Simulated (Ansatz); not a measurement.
Space group P-1 (No. 2). a = 3.870 Å, b = 3.870 Å, c = 7.662 Å, α = 75.90°, β = 87.82°, γ = 60.01°
| atom | site | symmetry | x | y | z |
| --- | --- | --- | --- | --- | --- |
| Sn | 1a | -1 | 0.0000 | 0.0000 | 0.0000 |
| Se | 2i | 1 | 0.2859 | 0.4608 | 0.7844 |

Equation of state of this SnSe₂ structure (not necessarily the ground state), with shape and atoms relaxed at each volume where symmetry leaves them free. Level of theory: DFT PBE, scalar-relativistic, plane waves, PAW in Ansatz.

Settings: cutoff 420 eV, Γ-centred mesh 8×8×4 on the computed 3-atom cell, Gaussian smearing of 0.02 eV; no spin polarisation.

```
V (Å³/atom)  E − E(largest V) (meV/atom)  P (GPa)  gap on mesh (eV)
     28.139                         5.50     0.85              0.39
     29.098                         1.87     0.39              0.48
     30.058                         0.21     0.27              0.55
     31.017                        -0.64     0.12              0.61
     31.976                        -0.87     0.01              0.66
     32.936                        -0.74    -0.05              0.69
     33.895                        -0.46    -0.06              0.72
     35.174                         0.00    -0.07              0.74
```

Task: Fit a third-order Birch–Murnaghan equation, E = E0 + (9V0B0/16)·[(x − 1)³B0' + (x − 1)²(6 − 4x)] with x = (V0/V)^(2/3), to E(V).

Result: V0 = 31.88 Å³/atom, B0 = 2 GPa, B0' = 21.5. B0' is unusual or poorly fixed by this range.

The cell holds layers, chains or molecules and no dispersion correction was added, so their binding is poorly described.

The slope of the tabulated pressures gives B = 2 GPa at V0, so the fit is only rough here.

The cell was found from a structure generator's guess, not taken from experiment.
